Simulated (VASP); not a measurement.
Write the native input for VASP 6.6.1 that does the following.

```
Task                   : single point
Functional             : PBE
Potentials or basis    : VASP PAW PBE potentials, release 64 (Cu, O)
Cutoff                 : 520 eV
k mesh                 : 10 × 10 × 5
Occupations            : fermi-dirac, width 0.05 eV
Spin                   : no spin polarisation
Further INCAR settings : ALGO = Normal; EDIFF = 1e-07; NBANDS = 25
```

The structure of CuO lies in POSCAR:

```
CuO
1.0
    2.3055752800     -1.7296126400      0.0728065900
    2.3157556600      1.7435441000      0.0481486400
   -0.7080927800     -0.0389675500      5.1290691300
Cu O
2 2
Direct
    0.0142532200      0.4796454100      0.0604322300
    0.4708797100      0.1540682100      0.4741201700
    0.5692681500      0.2960328600      0.2639427200
    0.4455989200      0.5702535100      0.7015048700
```

The cell isn't the ideal one: all atoms moved at random, sigma 0.25 Å a component, cell strained at random, sigma 0.03.

The input as run:

INCAR

```
SYSTEM = CuO
PREC = Accurate
ENCUT = 520
EDIFF = 1E-7
ISMEAR = -1
SIGMA = 0.05
LREAL = .False.
LASPH = .True.
NELM = 60
ALGO = Normal
ISIF = 2
LWAVE = .False.
LCHARG = .False.
GGA = PE
NBANDS = 25
```

KPOINTS

```
regular mesh
0
Gamma
  10 10 5
  0 0 0
```

Potentials or basis: VASP PAW PBE potentials, release 64 (Cu, O).

Command:

```sh
$ cat potpaw_PBE.64/Cu/POTCAR potpaw_PBE.64/O/POTCAR > POTCAR
$ mpirun -np 1 vasp_std > vasp.out
```

Results of the run:

The pressure is 93.6 GPa, the largest force is 39.606 eV/Å and the band gap on the k mesh is none (metal or under the smearing width).

Caveat: the cell as given lies far from equilibrium; so large a pressure means that the cell lies far from this level's equilibrium, or that cutoff or potentials fall short; the run has no spin polarisation, though such a crystal can be magnetic; semilocal functionals often make such compounds metallic where correlation or magnetic order opens a gap, which also shifts bond lengths; forces of over 1 eV/Å show positions far from the minimum, so gaps and moduli don't describe the material at rest.

It took 3.5 min on 1 thread of AMD EPYC 9R14 (Zen 4), on a shared host, peak memory 0.3 GiB.
